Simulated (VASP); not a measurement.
# BP (F-43m) in VASP: further runs

One crystal, BP, is run at these levels: LDA; tasks: relaxation of the atoms.

Program: VASP 6.6.1. These are calculated values, not measurements. Logs are shortened: lines on timing, memory, paths and dates and some standing lists are left out, and cuts for length are marked.

## 1. Starting point

It takes space group F-43m (No. 216, cubic). The conventional cell has a = 4.490 Å, b = 4.490 Å, c = 4.490 Å, α = 90.00°, β = 90.00°, γ = 90.00°. B (site symmetry -43m) has 4 P at 1.94 Å as nearest neighbours. P (site symmetry -43m) has 4 B at 1.94 Å as nearest neighbours.

## 2. Relaxation of the atoms, LDA

File INCAR:

```
SYSTEM = BP
  PREC = Accurate
  ENCUT = 600
  EDIFF = 1E-7
  ISMEAR = 0
  SIGMA = 0.03
  LREAL = .FALSE.
  LASPH = .TRUE.
  NELM = 80
  ALGO = Fast
  ISIF = 2
  LWAVE = .FALSE.
  LCHARG = .FALSE.
  IBRION = 2
  NSW = 40
  EDIFFG = -0.01
```

File KPOINTS:

```
Automatic mesh
0
G
  10 10 10
  0 0 0
```

File POSCAR:

```
BP                                      
1.0
    0.0000000000      2.2448630182      2.2448630182
    2.2448630182      0.0000000000      2.2448630182
    2.2448630182      2.2448630182      0.0000000000
  B               P             
     1     1
Direct
     0.0000000000000000    0.0000000000000000    0.0000000000000000
     0.2500000000000000    0.2500000000000000    0.2500000000000000
```

Potentials or basis: VASP PAW LDA potentials, release 64 (B, P).

The run is started by

```
$ cat potpaw_LDA.64/B/POTCAR potpaw_LDA.64/P/POTCAR > POTCAR
$ mpirun -np 1 vasp_std > vasp.out
```

OUTCAR:

```text
SYSTEM = BP
   PREC = Accurate
   ENCUT = 600
   EDIFF = 1E-7
   ISMEAR = 0
   LREAL = .FALSE.
   LASPH = .TRUE.
   NELM = 80
   ISIF = 2
   IBRION = 2
   NSW = 40
   EDIFFG = -0.01

 ion  position               nearest neighbor table
   1  0.000  0.000  0.000-   2 1.94   2 1.94   2 1.94   2 1.94
   2  0.250  0.250  0.250-   1 1.94   1 1.94   1 1.94   1 1.94

  LATTYP: Found a face centered cubic cell.
 ALAT       =     4.4897260364

  Lattice vectors:

 A1 = (   0.0000000000,   2.2448630182,   2.2448630182)
 A2 = (   2.2448630182,   0.0000000000,   2.2448630182)
 A3 = (   2.2448630182,   2.2448630182,   0.0000000000)

Analysis of symmetry for initial positions (statically):
=====================================================================
 Subroutine PRICEL returns:
 Original cell was already a primitive cell.

 Routine SETGRP: Setting up the symmetry group for a
 face centered cubic supercell.

 Subroutine GETGRP returns: Found 24 space group operations
 (whereof 24 operations were pure point group operations)
 out of a pool of 48 trial point group operations.

The static configuration has the point symmetry T_d .

Analysis of symmetry for dynamics (positions and initial velocities):
=====================================================================
 Subroutine PRICEL returns:
 Original cell was already a primitive cell.

 Routine SETGRP: Setting up the symmetry group for a
 face centered cubic supercell.

 Subroutine GETGRP returns: Found 24 space group operations
 (whereof 24 operations were pure point group operations)
 out of a pool of 48 trial point group operations.

The dynamic configuration has the point symmetry T_d .

 Subroutine INISYM returns: Found 24 space group operations
 (whereof 24 operations are pure point group operations),
 and found     1 'primitive' translations

----------------------------------------------------------------------------------------

                                     Primitive cell

  volume of cell :      22.6256

  direct lattice vectors                    reciprocal lattice vectors
     0.000000000  2.244863018  2.244863018    -0.222730739  0.222730739  0.222730739
     2.244863018  0.000000000  2.244863018     0.222730739 -0.222730739  0.222730739
     2.244863018  2.244863018  0.000000000     0.222730739  0.222730739 -0.222730739

  length of vectors
     3.174715726  3.174715726  3.174715726     0.385780957  0.385780957  0.385780957

[... 88 lines left out ...]
   POTIM  = 0.5000    time-step for ionic-motion
   TEBEG  =    0.0;   TEEND  =   0.0 temperature during run
   PSTRESS=    0.0 pullay stress
   NELECT =       8.0000    total number of electrons
   NUPDOWN=      -1.0000    fix difference up-down
   EMIN   =  10.00;   EMAX   =-10.00  energy-range for DOS
   EFERMI =   0.00;   METHOD = LEGACY
   ISMEAR =     0;   SIGMA  =   0.03  broadening in eV -4-tet -1-fermi 0-gaus
   EFERMI_NEDOS =   21; number of points for ismear=-14 and -15
   IALGO  =     68    algorithm
   IMIX   =      4    mixing-type and parameters
     AMIX     =   0.40;   BMIX     =  1.00
     AMIX_MAG =   1.60;   BMIX_MAG =  1.00
  volume/ion in A,a.u.               =      11.31        76.34
  Fermi-wavevector in a.u.,A,eV,Ry     =   1.157635  2.187613 18.233423  1.340119
  Thomas-Fermi vector in A             =   2.294245
   LORBIT       =      0    0 simple, 1 ext, 2 COOP (PROOUT), +10 PAW based schemes
   GGA     = CA    functional components
   LHFCALC =     F    Hartree Fock is set to
   AEXX    =    0.0000 exact exchange contribution
   IVDW    =     0    specifies the selected vdW correction
   LEPSILON=     F    determine dielectric tensor
   LRPA    =     F    only Hartree local field effects (RPA)
 conjugate gradient relaxation of ions
 non-spin polarized calculation
 RMM-DIIS sequential band-by-band and
 Gauss-broadening in eV      SIGMA  =   0.03
  energy-cutoff  :      600.00
  volume of cell :       22.63
 maximum number of plane-waves:       769
 NGX is ok and might be reduce to    28
   NGX = 13   NGY = 13   NGZ = 13

 number of electron       8.0000001 magnetization

 Free energy of the ion-electron system (eV)
  ---------------------------------------------------
  ext. energy  EPLUGINS =         0.00000000
  ---------------------------------------------------
  free energy    TOTEN  =       -14.40103607 eV

  energy without entropy =      -14.40103607  energy(sigma->0) =      -14.40103607

 E-fermi :   7.9545     XC(G=0): -11.2208

 val. band max:        7.7924798423   @ k =   0.0000   0.0000   0.0000
 cond. band min:       8.9428156291   @ k =   0.4000   0.4000   0.0000
 fundamental gap:      1.1503357868
 Fermi energy:         7.9544699319

 k-point     1 :       0.0000    0.0000    0.0000
  band No.  band energies     occupation
      1      -7.8827      2.00000
      2       7.7925      2.00000
      3       7.7925      2.00000
      4       7.7925      2.00000
      5      11.2224      0.00000
      6      11.2224      0.00000
      7      11.2224      0.00000
      8      15.6557      0.00000
[... 243 lines left out ...]
 k-point    24 :       0.4000    0.3000    0.0000
  band No.  band energies     occupation
      1      -4.8638      2.00000
      2       1.6365      2.00000
      3       3.6290      2.00000
      4       4.1857      2.00000
      5       9.5318      0.00000
      6      11.3277      0.00000
      7      17.4113      0.00000
      8      17.4371      0.00000

 [... further k-points ...]

------------------------ aborting loop because EDIFF is reached ----------------------------------------

  FORCE on cell =-STRESS in cart. coord.  units (eV):
  Direction    XX          YY          ZZ          XY          YZ          ZX
  --------------------------------------------------------------------------------------
  -------------------------------------------------------------------------------------
  Total       -0.0028362     -0.0028362     -0.0028362     -0.0000000     -0.0000000      0.0000000
  in kB       -0.2008379     -0.2008379     -0.2008379     -0.0000000     -0.0000000      0.0000000
  external PRESSURE =      -0.2008379 kB  Pullay stress =       0.0000000 kB

 VOLUME and BASIS-vectors are now :
 -----------------------------------------------------------------------------
  energy-cutoff  :      600.00
  volume of cell :       22.63
      direct lattice vectors                 reciprocal lattice vectors
     0.000000000  2.244863018  2.244863018    -0.222730739  0.222730739  0.222730739
     2.244863018  0.000000000  2.244863018     0.222730739 -0.222730739  0.222730739
     2.244863018  2.244863018  0.000000000     0.222730739  0.222730739 -0.222730739

 POSITION                                       TOTAL-FORCE (eV/Angst)
 -----------------------------------------------------------------------------------
      0.00000      0.00000      0.00000        -0.000000     -0.000000     -0.000000
      1.12243      1.12243      1.12243         0.000000      0.000000      0.000000
 -----------------------------------------------------------------------------------
    total drift:                               -0.000000     -0.000000     -0.000000

  FREE ENERGIE OF THE ION-ELECTRON SYSTEM (eV)
  ---------------------------------------------------
  free  energy   TOTEN  =       -14.4010360694 eV

  energy  without entropy=      -14.4010360694  energy(sigma->0) =      -14.40103607

 reached required accuracy - stopping structural energy minimisation
```

OSZICAR:

```text
N       E                     dE             d eps       ncg     rms          rms(c)
DAV:   1     0.110324751067E+02    0.11032E+02   -0.44102E+03   752   0.100E+03
DAV:   2    -0.150165047555E+02   -0.26049E+02   -0.24327E+02  1168   0.119E+02
DAV:   3    -0.153018536308E+02   -0.28535E+00   -0.28535E+00   864   0.166E+01
DAV:   4    -0.153026121470E+02   -0.75852E-03   -0.75852E-03  1232   0.889E-01
DAV:   5    -0.153026125837E+02   -0.43673E-06   -0.43673E-06   872   0.161E-02    0.768E+00
RMM:   6    -0.145324525403E+02    0.77016E+00   -0.69821E-01   752   0.596E+00    0.395E+00
RMM:   7    -0.144139646409E+02    0.11849E+00   -0.29997E-01   752   0.386E+00    0.135E+00
RMM:   8    -0.144013804059E+02    0.12584E-01   -0.34003E-02   752   0.169E+00    0.222E-01
RMM:   9    -0.144010602076E+02    0.32020E-03   -0.61718E-03   752   0.683E-01    0.843E-02
RMM:  10    -0.144010209986E+02    0.39209E-04   -0.75659E-04   752   0.287E-01    0.521E-02
RMM:  11    -0.144010367338E+02   -0.15735E-04   -0.15108E-04   752   0.119E-01    0.261E-02
RMM:  12    -0.144010359672E+02    0.76668E-06   -0.23311E-05   752   0.433E-02    0.131E-02
RMM:  13    -0.144010359334E+02    0.33751E-07   -0.65877E-06   752   0.216E-02    0.410E-03
RMM:  14    -0.144010360762E+02   -0.14278E-06   -0.14718E-06   750   0.107E-02    0.325E-03
RMM:  15    -0.144010360694E+02    0.68246E-08   -0.24430E-07   610   0.469E-03
   1 F= -.14401036E+02 E0= -.14401036E+02  d E =-.144010E+02
```

It used 7.3 s of CPU time on 1 thread of Intel(R) Xeon(R) Platinum 8559C (Emerald Rapids) (shared host), which was overloaded at the time.

Results:

```yaml
Free_energy: -14.4010 eV
Pressure_after_relaxing: 0.0 GPa
Band_gap_on_the_k_mesh: 1.15 eV, indirect (least direct gap 3.43 eV)
```

Final structure:
```
B P
1.0
     0.00000    2.24486    2.24486
     2.24486    0.00000    2.24486
     2.24486    2.24486    0.00000
B P
1 1
Direct
  0.00000 0.00000 0.00000
  0.25000 0.25000 0.25000
```

Caveat: the relaxation stopped at its first step, so nothing moved. As with any semilocal functional, this LDA gap is likely too small.

## 3. Relaxation of the atoms, LDA (a relaxed cell with its volume scaled by 1.02)

INCAR is that of step 2.

KPOINTS is that of step 2.

File POSCAR:

```
BP                                      
1.0
    0.0000000000      2.2597300940      2.2597300940
    2.2597300940      0.0000000000      2.2597300940
    2.2597300940      2.2597300940      0.0000000000
  B               P             
     1     1
Direct
     0.0000000000000000    0.0000000000000000    0.0000000000000000
     0.2500000000000000    0.2500000000000000    0.2500000000000000
```

Potentials or basis: VASP PAW LDA potentials, release 64 (B, P).

The run is started by

```
$ cat potpaw_LDA.64/B/POTCAR potpaw_LDA.64/P/POTCAR > POTCAR
$ mpirun -np 1 vasp_std > vasp.out
```

It used 6.9 s of CPU time on 1 thread of Intel(R) Xeon(R) Platinum 8559C (Emerald Rapids), on a shared host, which was overloaded at the time.

The run converged. Its results:

```yaml
Free_energy: -14.3964 eV
Pressure_after_relaxing: -3.4 GPa
Band_gap_on_the_k_mesh: 1.17 eV, indirect (least direct gap 3.40 eV)
```

Final structure:
```cif
data_structure
_symmetry_space_group_name_H-M 'P 1'
_symmetry_Int_Tables_number 1
_cell_length_a 3.1957
_cell_length_b 3.1957
_cell_length_c 3.1957
_cell_angle_alpha 60.000
_cell_angle_beta 60.000
_cell_angle_gamma 60.000
_cell_volume 23.08
loop_
_atom_site_label
_atom_site_type_symbol
_atom_site_fract_x
_atom_site_fract_y
_atom_site_fract_z
_atom_site_occupancy
B1 B 0.00000 0.00000 0.00000 1
P1 P 0.25000 0.25000 0.25000 1
```

Levels at points of the mesh, in eV from the valence-band top:
| k point | band 2 | band 3 | band 4 | band 5 | band 6 | band 7 |
| --- | --- | --- | --- | --- | --- | --- |
| (0.00, 0.00, 0.00) | 0.00 | 0.00 | 0.00 | 3.40 | 3.40 | 3.40 |
| (0.50, 0.00, 0.00) | -9.10 | -1.76 | -1.76 | 3.86 | 4.69 | 4.69 |
| (0.50, 0.50, 0.00) | -8.55 | -4.15 | -4.15 | 1.28 | 1.54 | 12.11 |

Caveat: the relaxation stopped at its first step, so nothing moved. A k mesh can miss the band edges.

## 4. Relaxation of the atoms, LDA (a relaxed cell with its volume scaled by 1.04)

INCAR is that of step 3.

KPOINTS is that of step 3.

File POSCAR:

```
BP                                      
1.0
    0.0000000000      2.2744040772      2.2744040772
    2.2744040772      0.0000000000      2.2744040772
    2.2744040772      2.2744040772      0.0000000000
  B               P             
     1     1
Direct
     0.0000000000000000    0.0000000000000000    0.0000000000000000
     0.2500000000000000    0.2500000000000000    0.2500000000000000
```

The run is started by

```
$ cat potpaw_LDA.64/B/POTCAR potpaw_LDA.64/P/POTCAR > POTCAR
$ mpirun -np 1 vasp_std > vasp.out
```

It used 7.5 s of CPU time on 1 thread of Intel(R) Xeon(R) Platinum 8559C (Emerald Rapids) (shared host), which was overloaded at the time.

The run converged. Its results:

```
Free energy             : -14.3826 eV
Pressure after relaxing : -6.4 GPa
Band gap on the k mesh  : 1.20 eV, indirect (least direct gap 3.37 eV)
```

Final structure:
```
CELL_PARAMETERS angstrom
0.00000 2.27440 2.27440
2.27440 0.00000 2.27440
2.27440 2.27440 0.00000
ATOMIC_POSITIONS crystal
B 0.00000 0.00000 0.00000
P 0.25000 0.25000 0.25000
```

Levels at points of the mesh, in eV from the valence-band top:
```tsv
k point	band 2	band 3	band 4	band 5	band 6	band 7
(0.00, 0.00, 0.00)	0.00	0.00	0.00	3.37	3.37	3.37
(0.50, 0.00, 0.00)	-8.96	-1.74	-1.74	3.74	4.67	4.67
(0.50, 0.50, 0.00)	-8.45	-4.08	-4.08	1.31	1.56	11.93
```

Caveat: the relaxation stopped at its first step, so nothing moved.

## 5. Overview

| cell | gap on the mesh (eV) | pressure (GPa) |
| --- | --- | --- |
| atoms relaxed | 1.15 | 0.0 |
| atoms relaxed from: a relaxed cell with its volume scaled by 1.02 | 1.17 | -3.4 |
| atoms relaxed from: a relaxed cell with its volume scaled by 1.04 | 1.20 | -6.4 |

Alike in all rows: task relaxation of the atoms; level LDA; potentials or basis VASP PAW LDA potentials, release 64 (B, P); no spin polarisation; k mesh 10 × 10 × 10; cutoff (eV) 600; smearing gaussian 0.03 eV.

Caveats: the relaxation stopped at its first step, so nothing moved.

Total energies depend on the potentials used, so only differences within one code and one set of settings carry meaning.
